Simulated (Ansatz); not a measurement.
Rows from a G0W0 calculation on MgI2 (1T monolayer) (Ansatz 0.2.0; G0W0 on PBE, plane waves, PAW; 3×3×1 mesh, 263 empty bands, screening to 41 eV), in eV. Spin-orbit coupling is left out.

| row | k | band | start | Σx | Σc at the solution | Vxc |
| --- | --- | --- | --- | --- | --- | --- |
| A | Γ | c2 | -1.374 | -5.384 | -3.358 | -9.656 |
| B | Γ | v1 | -6.311 | -17.924 | 1.996 | -15.038 |
| C | Γ | c1 | -2.238 | -6.245 | -3.031 | -10.224 |

Question: Give the quasiparticle energies and the shift of each level.

The quasiparticle equation reads E = start + Σx + Σc(E) − Vxc.

```csv
row,E (eV),shift (eV)
A,-0.459,+0.914
B,-7.201,−0.890
C,-1.289,+0.949
```

Limits: not at the basis limit; coarse mesh for a sheet; no spin-orbit coupling.

[Paths, hosts, dates, memory and timing lines, banners, echoed tables and standing remarks are left out of the program output.]

[Logs are printed without paths, hosts, clocks, repeated set-up lines and the standing remarks that a program may print on its own settings, such as how far it seeks lower states.]

[Runs of the session that timed out or met a known fault of the program may be left out.]

[Cells called generated may have been cut or substituted from an entry of the Crystallography Open Database or the Materials Project.]

[Hosts, paths, dates, database ids (printed as entryN), source tags and the programs' standing remarks are cut or masked in the printed files.]
